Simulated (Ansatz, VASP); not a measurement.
**Two plane-wave programs on CdF2**

INCAR

```
SYSTEM = CdF2
ALGO     = Fast           ! electronic algorithm
EDIFF    = 1E-6           ! SCF threshold, eV
ENCUT    = 520            ! plane-wave cutoff, eV
GGA      = CA             ! functional
ISIF     = 2              ! what is computed and relaxed
ISMEAR   = 0              ! smearing method
LASPH    = .TRUE.         ! aspherical terms in the spheres
LCHARG   = .FALSE.        ! write CHGCAR
LREAL    = .FALSE.        ! projectors in reciprocal space
LWAVE    = .FALSE.        ! write WAVECAR
NBANDS   = 20             ! bands
NELM     = 100            ! most SCF steps
PREC     = Accurate       ! precision mode
SIGMA    = 0.05           ! smearing width, eV
```

Contents of KPOINTS:

```
k-points
0
G
  8 8 8
  0 0 0
```

File POSCAR:

```
CdF2
1.0
    0.0000000000      2.6488277134      2.6488277134
    2.6488277134      0.0000000000      2.6488277134
    2.6488277134      2.6488277134      0.0000000000
Cd F
1 2
Direct
    0.0204341670      0.0204341670      0.0204341670
    0.2500000000      0.2500000000      0.2500000000
    0.7500000000      0.7500000000      0.7500000000
```

Input for Ansatz:

```yaml
crystal:
  lattice:
    - [0.0, 2.6488277134, 2.6488277134]
    - [2.6488277134, 0.0, 2.6488277134]
    - [2.6488277134, 2.6488277134, 0.0]
  atoms:
    - { symbol: Cd, position: [0.020434167, 0.020434167, 0.020434167] }
    - { symbol: F, position: [0.25, 0.25, 0.25] }
    - { symbol: F, position: [0.75, 0.75, 0.75] }
basis:
  ecutwfc: 420
kpoints:
  mp_grid: { grid: [8, 8, 8] }
hamiltonian:
  xc: lda
scf:
  occupations: { method: gaussian, width: 0.05 }
output:
  forces: true
  stress: true
  eigenvalues: true
```

Change from the starting cell: all Cd atoms moved +0.188 Å, as atom 1 along Cartesian [1 1 1].

Alike in both runs: task single point; functional LDA; k mesh 8 × 8 × 8; occupations gaussian, width 0.05 eV; no spin polarisation.

```csv
,VASP,Ansatz
version,VASP 6.6.1,Ansatz 0.2.0
potentials or method,"VASP PAW LDA potentials, release 64 (Cd, F)","scalar-relativistic, plane waves, PAW"
plane-wave cutoff (eV),520,420
valence electrons in the cell,26,34
```

Ansatz gave:

| Property | Result |
| --- | --- |
| gap on the k mesh at the Fermi level (eV) | 3.03 |
| least direct gap on the mesh (eV) | 3.42 |
| pressure (GPa) | 2.4 |
| largest component of the traceless stress (GPa) | 1.58 |
| rms of the force components (eV/Å) | 0.556 |

Q: Estimate VASP's values.

A: gap on the k mesh at the Fermi level (eV): 3.01; least direct gap on the mesh (eV): 3.41; pressure (GPa): 3.8; largest component of the traceless stress (GPa): 1.73; rms of the force components (eV/Å): 0.621.

Atom by atom the forces differ by 0.065 eV/Å (rms over components). The two sets of potentials don't hold the same shells in valence.

Caveats: forces of over 1 eV/Å show positions far from the minimum, so gaps and moduli don't describe the material at rest. A k mesh can miss the band edges.
